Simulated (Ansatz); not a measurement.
The system is MoS2.

```
Mo S
1.0
     1.58000    0.91221    6.15000
    -1.58000    0.91221    6.15000
     0.00000   -1.82443    6.15000
Mo S
1 2
Direct
  0.00000 0.00000 0.00000
  0.41700 0.41700 0.41700
  0.25000 0.25000 0.25000
```

Measurements of this composition are mostly on another form, of space group No. 194.

```yaml
Program: Ansatz 0.2.0
Task: relaxation of cell and atoms
Functional: PBEsol
Dispersion: D4
Potentials_or_basis: Ansatz PAW
Cutoff: "420 eV (not typed: the program's choice for these potentials)"
k_mesh: 10 × 10 × 10
Occupations: fermi-dirac, width 0.05 eV
Spin: no spin polarisation
```

At the start: volume 17.73 Å³/atom.

Question: Where does the relaxation end?

Answer: It ends after 6 steps and the volume is 16.68 Å³/atom (-5.9 %); space group R3m (No. 160, to 0.05 Å).

The path:
| step | energy change (eV) | largest force (eV/Å) | volume (Å³) |
| --- | --- | --- | --- |
| 1 | 0.0000 | 0.2648 | 53.18 |
| 2 | -0.0256 | 0.0155 | 51.07 |
| 3 | -0.0289 | 0.0351 | 49.88 |
| 4 | -0.0290 | 0.0073 | 50.06 |
| 5 | -0.0290 | 0.0002 | 50.04 |
| 6 | -0.0288 | 0.0003 | 50.04 |

Final structure:
```
Mo S
1.0
     1.56376    0.90284    5.90783
    -1.56376    0.90284    5.90783
     0.00000   -1.80568    5.90783
Mo S
1 2
Direct
  0.00008 0.00008 0.00008
  0.42139 0.42139 0.42139
  0.24553 0.24553 0.24553
```

Caveat: the plane-wave basis is chosen anew once the cell has moved, so the energies of steps on either side of that aren't comparable; the PAW data sets come from PBE, with cores solved anew for the run's functional, which leaves a small shift of forces and pressure.
